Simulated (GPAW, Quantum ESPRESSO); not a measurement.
**The band gap of ZnO, sorted by core time**

```
CELL_PARAMETERS angstrom
3.24931 0.00000 0.00000
-1.62465 2.81398 0.00000
0.00000 0.00000 5.20571
ATOMIC_POSITIONS crystal
Zn 0.66667 0.33333 0.00000
Zn 0.33333 0.66667 0.50000
O 0.33333 0.66667 0.87901
O 0.66667 0.33333 0.37901
```

```tsv
rung	level	program and potentials	cutoff (eV)	k mesh	task	core time	chip	band gap (eV)	miss (eV)	notes
GGA	PBE	GPAW, PAW data sets generated for this functional	600	8 × 8 × 4	single point	33 s	Arm Neoverse V2	(a)	?	9 valence electrons an atom on average
GGA	PBEsol	Quantum ESPRESSO, GBRV 1.5 PBEsol	612	9 × 9 × 5	band structure	43 s	INTEL XEON PLATINUM 8581C Emerald Rapids	0.72	-2.66	13 valence electrons an atom on average
GGA	PW91	GPAW, PAW data sets generated for this functional	800	6 × 6 × 3	band structure	89 s	Arm Neoverse V2	0.81	-2.57	coarse mesh; 9 valence electrons an atom on average
GGA	AM05	GPAW, PAW data sets generated for this functional	800	6 × 6 × 3	band structure	2.7 min	Arm Neoverse V1	0.81	-2.57	coarse mesh; 9 valence electrons an atom on average
meta-GGA	MS2	GPAW, GPAW PAW data sets (gpaw-data 1.2.1)	800	6 × 6 × 3	band structure	8 min	Arm Neoverse V1	0.73	-2.65	coarse mesh; potentials made for PBE; 9 valence electrons an atom on average
```

Times are single runs on shared hosts and different chips, so they are rough; meshes, cutoffs and the tasks' sizes weigh on the time. All rows: no spin polarisation. Gaps are the least found on the k mesh or the band path, and a mesh can miss the band edges. The cell comes from a database and isn't always the measured one. Meshes differ between rows, which moves values too. All levels ran on this one cell, unrelaxed unless noted. Meshes are those of the run's cell of 4 atoms unless a note names another. Misses use the values as printed. Runs on faulty files, with rough fits or with known faults for this quantity aren't shown. No row holds spin-orbit coupling.

Measured: 3.38 eV (pmc:10652265, doi:10.1021/acsomega.3c06556). The runs are for a static lattice.

Question: Estimate the value left out from the other rows.

Answer: (a) 0.79 eV, miss -2.59.
